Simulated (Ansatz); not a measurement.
# Is this Al3P5 stable against decomposition?

These are results of DFT PBE, scalar-relativistic, plane waves, PAW (Ansatz), not measurements. Settings: cutoff 420 eV, Γ-centred meshes spaced at most about 0.3 Å⁻¹, and about 0.25 Å⁻¹ or finer for metals (2π included), Gaussian smearing. No spin polarisation.

The zero of energy is the elements' standard structures at the same level; no fitted shifts are applied. The references include black phosphorus.

All energies are static (0 K, no zero-point motion). The reference form of P is held partly by dispersion forces, which this level lacks.

The competitors are the elements and 1 reference phase of this chemical system (from databases or known types: AlP), relaxed at the same level; other known phases may be missing.

The candidate was reached from: random cell.

```cif
data_structure
_symmetry_space_group_name_H-M 'Pm-3m'
_symmetry_Int_Tables_number 221
_cell_length_a 5.0474
_cell_length_b 5.0474
_cell_length_c 5.0474
_cell_angle_alpha 90.000
_cell_angle_beta 90.000
_cell_angle_gamma 90.000
_cell_volume 128.59
loop_
_atom_site_label
_atom_site_type_symbol
_atom_site_symmetry_multiplicity
_atom_site_Wyckoff_symbol
_atom_site_fract_x
_atom_site_fract_y
_atom_site_fract_z
_atom_site_occupancy
Al1 Al 3 d 0.50000 0.00000 0.00000 1
P1 P 3 c 0.00000 0.50000 0.50000 1
P2 P 1 b 0.50000 0.50000 0.50000 1
P3 P 1 a 0.00000 0.00000 0.00000 1
```

Q: Is it stable, and against what?

A: Not stable. Its formation energy is -0.203 eV/atom. The lowest competing mixture at this composition is this:

```tsv
phase	space group	source	share of atoms	ΔE_f (eV/atom)
P	-	element	0.2500	-0.0005
AlP	F-43m (No. 216)	Materials Project	0.7500	-0.633
```

The lowest database cell of P (-0.0005) lies slightly below the reference, hence the non-zero entry.

The mixture lies at -0.475 eV/atom, and the candidate lies 0.27 eV/atom above it. The candidate matches no cell in the subsets of the Crystallography Open Database and the Materials Project at hand. The margin is far too high for a likely synthesis.
